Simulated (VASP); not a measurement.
# PbF2 (Fluorocronite) (Fm-3m) in VASP: settings compared

One crystal, PbF2 (Fluorocronite), is run at these levels: PBEsol, LDA; tasks: relaxation of cell and atoms.

All numbers are computed with VASP 6.6.1; they aren't measurements. Logs are shortened: lines on timing, memory, paths and dates and some standing lists are left out, and cuts for length are marked.

**1. Starting point**

It takes space group Fm-3m (No. 225, cubic). The conventional cell has a = 5.892 Å, b = 5.892 Å, c = 5.892 Å, α = 90.00°, β = 90.00°, γ = 90.00°. Pb (site symmetry m-3m) has 8 F at 2.55 Å as nearest neighbours. F (site symmetry -43m) has 4 Pb at 2.55 Å as nearest neighbours.

**2. Relaxation of cell and atoms, PBEsol**

Input file INCAR:

```
SYSTEM = PbF2
ALGO = Normal
EDIFF = 1E-7
EDIFFG = -0.005
ENCUT = 600
GGA = PS
IBRION = 2
ISIF = 3
ISMEAR = 0
LASPH = .TRUE.
LCHARG = .FALSE.
LREAL = .FALSE.
LWAVE = .FALSE.
NELM = 80
NSW = 90
PREC = Accurate
SIGMA = 0.03
```

Input file KPOINTS:

```
k-points
0
G
  8 8 8
  0 0 0
```

Input file POSCAR:

```
PbF2                                    
1.0
   -0.0000000000      2.9462119389      2.9462119389
    2.9462119389     -0.0000000000      2.9462119389
    2.9462119389      2.9462119389      0.0000000000
  Pb              F             
     1     2
Direct
     0.0000000000000000    0.0000000000000000    0.0000000000000000
     0.2500000000000000    0.2500000000000000    0.2500000000000000
     0.7500000000000000    0.7500000000000000    0.7500000000000000
```

Potentials or basis: VASP PAW PBE potentials, release 64 (Pb_d, F).

On the command line:

```console
$ cat potpaw_PBE.64/Pb_d/POTCAR potpaw_PBE.64/F/POTCAR > POTCAR
$ mpirun -np 1 vasp_std > vasp.out
```

OUTCAR:

```text
SYSTEM = PbF2
   EDIFF = 1E-7
   EDIFFG = -0.005
   ENCUT = 600
   GGA = PS
   IBRION = 2
   ISIF = 3
   ISMEAR = 0
   LASPH = .TRUE.
   LREAL = .FALSE.
   NELM = 80
   NSW = 90
   PREC = Accurate

 ion  position               nearest neighbor table
   1  0.000  0.000  0.000-   2 2.55   3 2.55   3 2.55   3 2.55   3 2.55   2 2.55   2 2.55   2 2.55

   2  0.250  0.250  0.250-   1 2.55   1 2.55   1 2.55   1 2.55
   3  0.750  0.750  0.750-   1 2.55   1 2.55   1 2.55   1 2.55

  LATTYP: Found a face centered cubic cell.
 ALAT       =     5.8924238778

  Lattice vectors:

 A1 = (   0.0000000000,   2.9462119389,   2.9462119389)
 A2 = (   2.9462119389,   0.0000000000,   2.9462119389)
 A3 = (   2.9462119389,   2.9462119389,   0.0000000000)

Analysis of symmetry for initial positions (statically):
=====================================================================
 Subroutine PRICEL returns:
 Original cell was already a primitive cell.

 Routine SETGRP: Setting up the symmetry group for a
 face centered cubic supercell.

 Subroutine GETGRP returns: Found 48 space group operations
 (whereof 48 operations were pure point group operations)
 out of a pool of 48 trial point group operations.

The static configuration has the point symmetry O_h .

Analysis of symmetry for dynamics (positions and initial velocities):
=====================================================================
 Subroutine PRICEL returns:
 Original cell was already a primitive cell.

 Routine SETGRP: Setting up the symmetry group for a
 face centered cubic supercell.

 Subroutine GETGRP returns: Found 48 space group operations
 (whereof 48 operations were pure point group operations)
 out of a pool of 48 trial point group operations.

The dynamic configuration has the point symmetry O_h .

 Subroutine INISYM returns: Found 48 space group operations
 (whereof 48 operations are pure point group operations),
 and found     1 'primitive' translations

----------------------------------------------------------------------------------------

                                     Primitive cell

  volume of cell :      51.1472

  direct lattice vectors                    reciprocal lattice vectors
     0.000000000  2.946211939  2.946211939    -0.169709447  0.169709447  0.169709447
     2.946211939  0.000000000  2.946211939     0.169709447 -0.169709447  0.169709447
     2.946211939  2.946211939  0.000000000     0.169709447  0.169709447 -0.169709447

  length of vectors
     4.166572882  4.166572882  4.166572882     0.293945385  0.293945385  0.293945385

  position of ions in fractional coordinates (direct lattice)
     0.000000000  0.000000000  0.000000000
     0.250000000  0.250000000  0.250000000
     0.750000000  0.750000000  0.750000000

  ion indices of the primitive-cell ions
   primitive index   ion index
                 1           1
                 2           2
                 3           3

----------------------------------------------------------------------------------------

 KPOINTS: k-points

Automatic generation of k-mesh.
 Grid dimensions read from file:
 generate k-points for:    8    8    8

 Generating k-lattice:

  Cartesian coordinates                     Fractional coordinates (reciprocal lattice)
    -0.021213681  0.021213681  0.021213681     0.125000000  0.000000000  0.000000000
     0.021213681 -0.021213681  0.021213681     0.000000000  0.125000000  0.000000000
     0.021213681  0.021213681 -0.021213681     0.000000000  0.000000000  0.125000000

  Length of vectors
     0.036743173  0.036743173  0.036743173

  Shift w.r.t. Gamma in fractional coordinates (k-lattice)
     0.000000000  0.000000000  0.000000000

 Subroutine IBZKPT returns following result:
 ===========================================

 Found     29 irreducible k-points:

 Following reciprocal coordinates:
            Coordinates               Weight
  0.000000  0.000000  0.000000      1.000000
  0.125000  0.000000  0.000000      8.000000
  0.250000  0.000000  0.000000      8.000000
  0.375000  0.000000  0.000000      8.000000
  0.500000  0.000000  0.000000      4.000000
  0.125000  0.125000  0.000000      6.000000
[... 16 lines left out ...]
  0.500000  0.250000  0.125000     48.000000
 -0.375000  0.250000  0.125000     24.000000
 [... further k-points ...]
   k-points           NKPTS =     29   k-points in BZ     NKDIM =     29   number of bands    NBANDS=     18
   number of dos      NEDOS =    301   number of ions     NIONS =      3
   total plane-waves  NPLWV =  46656
   dimension x,y,z NGX =    36 NGY =   36 NGZ =   36
   dimension x,y,z NGXF=    72 NGYF=   72 NGZF=   72
   ions per type =               1   2
   NGX,Y,Z   is equivalent  to a cutoff of  14.36, 14.36, 14.36 a.u.
   NGXF,Y,Z  is equivalent  to a cutoff of  28.73, 28.73, 28.73 a.u.
 SYSTEM =  PbF2
   PREC   = accura    normal or accurate (medium, high low for compatibility)
   ISTART =      0    job   : 0-new  1-cont  2-samecut
   ICHARG =      2    charge: 1-file 2-atom 10-const
   ISPIN  =      1    spin polarized calculation?
   LNONCOLLINEAR =      F non collinear calculations
   LSORBIT =      F    spin-orbit coupling
   LASPH  =      T    aspherical Exc in radial PAW
   ENCUT  =  600.0 eV  44.10 Ry    6.64 a.u.   8.32  8.32  8.32*2*pi/ulx,y,z
   NELM   =     80;   NELMIN=  2; NELMDL= -5     # of ELM steps
   EDIFF  = 0.1E-06   stopping-criterion for ELM
   LREAL  =      F    real-space projection
   EDIFFG = -.5E-02   stopping-criterion for IOM
   NSW    =     90    number of steps for IOM
   IBRION =      2    ionic relax: 0-MD 1-quasi-New 2-CG
   NFREE  =      1    steps in history (QN), initial steepest desc. (CG)
   ISIF   =      3    stress and relaxation
   ISYM   =      2    0-nonsym 1-usesym 2-fastsym
   POTIM  = 0.5000    time-step for ionic-motion
   TEBEG  =    0.0;   TEEND  =   0.0 temperature during run
   PSTRESS=    0.0 pullay stress
   NELECT =      28.0000    total number of electrons
   NUPDOWN=      -1.0000    fix difference up-down
   EMIN   =  10.00;   EMAX   =-10.00  energy-range for DOS
   EFERMI =   0.00;   METHOD = LEGACY
   ISMEAR =     0;   SIGMA  =   0.03  broadening in eV -4-tet -1-fermi 0-gaus
   EFERMI_NEDOS =   21; number of points for ismear=-14 and -15
   IALGO  =     38    algorithm
   IMIX   =      4    mixing-type and parameters
     AMIX     =   0.40;   BMIX     =  1.00
     AMIX_MAG =   1.60;   BMIX_MAG =  1.00
  volume/ion in A,a.u.               =      17.05       115.05
  Fermi-wavevector in a.u.,A,eV,Ry     =   1.339225  2.530768 24.402367  1.793523
  Thomas-Fermi vector in A             =   2.467633
   LORBIT       =      0    0 simple, 1 ext, 2 COOP (PROOUT), +10 PAW based schemes
   GGA     = PS    functional components
   LHFCALC =     F    Hartree Fock is set to
   AEXX    =    0.0000 exact exchange contribution
   IVDW    =     0    specifies the selected vdW correction
   LEPSILON=     F    determine dielectric tensor
   LRPA    =     F    only Hartree local field effects (RPA)
 conjugate gradient relaxation of ions
 non-spin polarized calculation
 Gauss-broadening in eV      SIGMA  =   0.03
  energy-cutoff  :      600.00
  volume of cell :       51.15
 maximum number of plane-waves:      1727
 NGX is ok and might be reduce to    36
   NGX = 17   NGY = 17   NGZ = 17

 number of electron      28.0000010 magnetization

 Free energy of the ion-electron system (eV)
  ---------------------------------------------------
  ext. energy  EPLUGINS =         0.00000000
  ---------------------------------------------------
  free energy    TOTEN  =       -14.93983379 eV

  energy without entropy =      -14.93983379  energy(sigma->0) =      -14.93983379

 E-fermi :   2.1328     XC(G=0):  -9.7509

 val. band max:        1.9556815330   @ k =  -0.2500   0.5000   0.2500
 cond. band min:       6.2559171369   @ k =   0.5000   0.5000   0.0000
 fundamental gap:      4.3002356039
 Fermi energy:         2.1327765836

 k-point     1 :       0.0000    0.0000    0.0000
  band No.  band energies     occupation
      1     -19.1689      2.00000
      2     -18.4964      2.00000
      3     -12.4313      2.00000
      4     -12.4313      2.00000
      5     -12.4313      2.00000
      6     -12.3592      2.00000
[... 10 lines left out ...]
     17       8.6450      0.00000
     18      12.5083      0.00000

 k-point     2 :       0.1250    0.0000    0.0000
  band No.  band energies     occupation
      1     -19.1363      2.00000
      2     -18.5262      2.00000
      3     -12.4243      2.00000
      4     -12.4243      2.00000
      5     -12.3955      2.00000
      6     -12.3592      2.00000
[... 10 lines left out ...]
     17       8.7797      0.00000
     18      13.4353      0.00000

 k-point     3 :       0.2500    0.0000    0.0000
  band No.  band energies     occupation
      1     -19.0506      2.00000
      2     -18.6031      2.00000
      3     -12.4124      2.00000
      4     -12.4124      2.00000
      5     -12.3539      2.00000
      6     -12.3539      2.00000
[... 10 lines left out ...]
     17       9.1105      0.00000
     18      14.7683      0.00000

 k-point     4 :       0.3750    0.0000    0.0000
  band No.  band energies     occupation
      1     -18.9406      2.00000
      2     -18.7013      2.00000
      3     -12.4092      2.00000
      4     -12.4092      2.00000
      5     -12.3396      2.00000
      6     -12.3396      2.00000
[... 10 lines left out ...]
     17       9.4495      0.00000
     18      15.1080      0.00000

 k-point     5 :       0.5000    0.0000    0.0000
  band No.  band energies     occupation
      1     -18.8584      2.00000
      2     -18.7778      2.00000
      3     -12.4098      2.00000
      4     -12.4098      2.00000
      5     -12.3318      2.00000
      6     -12.3318      2.00000
[... 10 lines left out ...]
     17       9.5923      0.00000
     18      15.0605      0.00000

 k-point     6 :       0.1250    0.1250    0.0000
  band No.  band energies     occupation
      1     -19.1260      2.00000
      2     -18.5354      2.00000
      3     -12.4174      2.00000
      4     -12.4174      2.00000
      5     -12.3912      2.00000
      6     -12.3645      2.00000
[... 10 lines left out ...]
     17       8.8483      0.00000
     18      13.6170      0.00000

 k-point     7 :       0.2500    0.1250    0.0000
  band No.  band energies     occupation
      1     -19.0599      2.00000
      2     -18.5940      2.00000
      3     -12.4034      2.00000
      4     -12.4032      2.00000
      5     -12.3665      2.00000
      6     -12.3494      2.00000
[... 10 lines left out ...]
     17       9.1176      0.00000
     18      14.0477      0.00000

 k-point     8 :       0.3750    0.1250    0.0000
  band No.  band energies     occupation
      1     -18.9616      2.00000
      2     -18.6802      2.00000
      3     -12.3978      2.00000
      4     -12.3964      2.00000
      5     -12.3511      2.00000
      6     -12.3374      2.00000
[... 10 lines left out ...]
     17       9.4376      0.00000
     18      13.7660      0.00000
[... 229 lines left out ...]
     17       9.8081      0.00000
     18      11.2102      0.00000

 k-point    20 :      -0.3750    0.3750    0.0000
  band No.  band energies     occupation
      1     -18.8286      2.00000
      2     -18.7884      2.00000
      3     -12.3879      2.00000
      4     -12.3456      2.00000
      5     -12.3449      2.00000
      6     -12.2861      2.00000
[... 10 lines left out ...]
     17       9.8287      0.00000
     18      11.6377      0.00000

 k-point    21 :       0.5000    0.5000    0.0000
  band No.  band energies     occupation
      1     -18.8645      2.00000
      2     -18.7502      2.00000
      3     -12.4005      2.00000
      4     -12.3327      2.00000
      5     -12.3327      2.00000
      6     -12.3324      2.00000
[... 10 lines left out ...]
     17       9.8424      0.00000
     18      10.7332      0.00000

 k-point    22 :       0.3750    0.2500    0.1250
  band No.  band energies     occupation
      1     -18.9899      2.00000
      2     -18.6538      2.00000
      3     -12.3871      2.00000
      4     -12.3870      2.00000
      5     -12.3671      2.00000
      6     -12.3363      2.00000
[... 10 lines left out ...]
     17       9.3455      0.00000
     18      13.4346      0.00000

 k-point    23 :       0.5000    0.2500    0.1250
  band No.  band energies     occupation
      1     -18.9022      2.00000
      2     -18.7293      2.00000
      3     -12.3848      2.00000
      4     -12.3791      2.00000
      5     -12.3499      2.00000
      6     -12.3150      2.00000
[... 10 lines left out ...]
     17       9.5762      0.00000
     18      12.9445      0.00000

 k-point    24 :      -0.3750    0.2500    0.1250
  band No.  band energies     occupation
      1     -18.8332      2.00000
      2     -18.7928      2.00000
      3     -12.3846      2.00000
      4     -12.3798      2.00000
      5     -12.3368      2.00000
      6     -12.3062      2.00000
[... 10 lines left out ...]
     17       9.6638      0.00000
     18      12.7581      0.00000

 [... further k-points ...]

------------------------ aborting loop because EDIFF is reached ----------------------------------------

  FORCE on cell =-STRESS in cart. coord.  units (eV):
  Direction    XX          YY          ZZ          XY          YZ          ZX
  --------------------------------------------------------------------------------------
  -------------------------------------------------------------------------------------
  Total        0.0064557      0.0064557      0.0064557      0.0000000      0.0000000      0.0000000
  in kB        0.2022229      0.2022229      0.2022229      0.0000000      0.0000000      0.0000000
  external PRESSURE =       0.2022229 kB  Pullay stress =       0.0000000 kB

 VOLUME and BASIS-vectors are now :
 -----------------------------------------------------------------------------
  energy-cutoff  :      600.00
  volume of cell :       51.15
      direct lattice vectors                 reciprocal lattice vectors
     0.000000000  2.946211939  2.946211939    -0.169709447  0.169709447  0.169709447
     2.946211939  0.000000000  2.946211939     0.169709447 -0.169709447  0.169709447
     2.946211939  2.946211939  0.000000000     0.169709447  0.169709447 -0.169709447

 POSITION                                       TOTAL-FORCE (eV/Angst)
 -----------------------------------------------------------------------------------
      0.00000      0.00000      0.00000        -0.000000     -0.000000     -0.000000
      1.47311      1.47311      1.47311        -0.000000      0.000000     -0.000000
      4.41932      4.41932      4.41932         0.000000      0.000000      0.000000
 -----------------------------------------------------------------------------------
    total drift:                                0.000000      0.000000      0.000000

  FREE ENERGIE OF THE ION-ELECTRON SYSTEM (eV)
  ---------------------------------------------------
  free  energy   TOTEN  =       -14.9398337918 eV

  energy  without entropy=      -14.9398337918  energy(sigma->0) =      -14.93983379

 reached required accuracy - stopping structural energy minimisation
```

It took 41 s on 1 thread of AMD EPYC 7R13 (Zen 3), shared host; peak memory 0.19 GiB.

Results:

```
Free energy             : -14.9398 eV
Pressure after relaxing : 0.0 GPa
Band gap on the k mesh  : 4.30 eV, indirect (least direct gap 4.45 eV)
```

Final structure:
```
Pb F
1.0
     0.00000    2.94621    2.94621
     2.94621    0.00000    2.94621
     2.94621    2.94621    0.00000
Pb F
1 2
Direct
  0.00000 0.00000 0.00000
  0.25000 0.25000 0.25000
  0.75000 0.75000 0.75000
```

Levels at points of the mesh, in eV from the valence-band top:
| k point | band 12 | band 13 | band 14 | band 15 | band 16 | band 17 |
| --- | --- | --- | --- | --- | --- | --- |
| (0.00, 0.00, 0.00) | -2.09 | -2.09 | -2.09 | 6.69 | 6.69 | 6.69 |
| (0.50, 0.00, 0.00) | -2.26 | -2.26 | -0.04 | 4.93 | 7.64 | 7.64 |
| (0.50, 0.50, 0.00) | -1.64 | -1.64 | -0.15 | 4.30 | 7.89 | 7.89 |

Caveat: the relaxation stopped at its first step, so nothing moved; the PAW data sets were made with another functional, which shifts forces and pressure a little; spin-orbit coupling is left out, which as a rule narrows the gap of such compounds by several tenths of an eV. A hybrid or GW would open this gap; PBEsol tends to underestimate it.

**3. Relaxation of cell and atoms, LDA**

This run uses another cell than the first one, of 17.35 Å³/atom, 1.018 times its volume.

Input file INCAR:

```
PREC = Accurate
ENCUT = 600
EDIFF = 1E-6
ISMEAR = 0
SIGMA = 0.03
LREAL = F
LASPH = T
NELM = 80
ALGO = Normal
ISIF = 3
LWAVE = F
LCHARG = F
GGA = CA
IBRION = 2
NSW = 90
EDIFFG = -0.01
```

Input file KPOINTS:

```
regular mesh
0
Gamma
  8 8 8
```

Input file POSCAR:

```
PbF2
1.0
    0.0000000000      2.9636600000      2.9636600000
    2.9636600000      0.0000000000      2.9636600000
    2.9636600000      2.9636600000      0.0000000000
Pb F
1 2
Direct
    0.0000000000      0.0000000000      0.0000000000
    0.2500000000      0.2500000000      0.2500000000
    0.7500000000      0.7500000000      0.7500000000
```

Potentials or basis: VASP PAW LDA potentials, release 64 (Pb_d, F).

On the command line:

```console
$ cat potpaw_LDA.64/Pb_d/POTCAR potpaw_LDA.64/F/POTCAR > POTCAR
$ mpirun -np 1 vasp_std > vasp.out
```

Wall time 29 s (1 thread of Intel Xeon 6975P-C (Granite Rapids), shared host); peak memory 0.19 GiB.

Results (log left out):

```
Free energy                            : -15.9649 eV
Relaxed volume                         : 16.34 Å³/atom
Relaxed cell                           : a = 4.108 Å, b = 4.108 Å, c = 4.108 Å, α = 60.00°, β = 60.00°, γ = 60.00°
Space group after relaxing (to 0.05 Å) : Fm-3m (No. 225)
Energy gained by relaxing              : 15.3 meV/atom
Ionic steps                            : 3
Pressure after relaxing                : 0.0 GPa
Band gap on the k mesh                 : 4.20 eV, indirect (least direct gap 4.37 eV)
```

The path:
```
step  energy change (eV)  largest force (eV/Å)  pressure (GPa)  volume (Å³)
   1              0.0000                0.0000           -4.59        52.06
   2             -0.0436                0.0000            1.14        48.40
   3             -0.0459                0.0000            0.01        49.02
```

Final structure:
```
CELL_PARAMETERS angstrom
0.00000 2.90483 2.90483
2.90483 0.00000 2.90483
2.90483 2.90483 0.00000
ATOMIC_POSITIONS crystal
Pb 0.00000 0.00000 0.00000
F 0.25000 0.25000 0.25000
F 0.75000 0.75000 0.75000
```

Levels at points of the mesh, in eV from the valence-band top:
| k point | band 10 | band 11 | band 12 | band 13 | band 14 | band 15 | band 16 | band 17 | band 18 |
| --- | --- | --- | --- | --- | --- | --- | --- | --- | --- |
| (0.00, 0.00, 0.00) | -2.91 | -2.91 | -2.40 | -2.40 | -2.40 | 6.61 | 6.61 | 6.61 | 10.38 |
| (0.50, 0.00, 0.00) | -3.19 | -3.19 | -2.56 | -2.56 | -0.06 | 4.78 | 7.68 | 7.68 | 12.90 |
| (0.50, 0.50, 0.00) | -4.17 | -1.93 | -1.91 | -1.91 | -0.17 | 4.20 | 7.94 | 7.94 | 8.38 |

Caveat: spin-orbit coupling is left out, which as a rule narrows the gap of such compounds by several tenths of an eV. LDA usually gives volumes a few per cent too small.
